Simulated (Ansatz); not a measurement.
## KCl: energy along a strain

KCl, Fm-3m, a = 6.312 Å (as given, not relaxed at this level: -0.2 GPa). Ansatz: r2SCAN, PAW, 500 eV, Γ-centred 6×6×6 mesh on 2 atoms, Gaussian smearing 0.05 eV; no spin polarisation. Cell vectors (Å): 0.000 3.156 3.156; 3.156 0.000 3.156; 3.156 3.156 0.000. The cell is strained by x per cent times the pattern (1 -1 0 0 0 0) in the order xx yy zz yz xz xy (engineering shears), with fractional coordinates held. y is the free energy over the start, V0 = 31.438 Å³/atom. Symmetry makes y even in x.

| x (%) | y (meV/atom) |
| --- | --- |
| -6.00 | ? |
| -3.00 | 6.81 |
| 0.00 | 0.00 |
| 0.75 | 0.42 |
| 1.50 | 1.68 |
| 2.25 | 3.80 |
| 3.75 | 10.73 |
| 4.50 | 15.60 |
| 5.25 | 21.48 |

Q: Fit y = c2 x² + c4 x⁴ to the other rows, get the stiffness along the pattern, and predict the missing energy.

A: Least squares on the rows shown. y = 0.74550 x² + 0.0012280 x⁴. The clamped-ion stiffness p·C·p = 2 × 7.455 eV × 160.2 / 31.438 Å³ = 76 GPa. At x = -6.00 the fit asked for gives 28.43 meV/atom. The run gave 28.43 meV/atom, the same to the digits shown.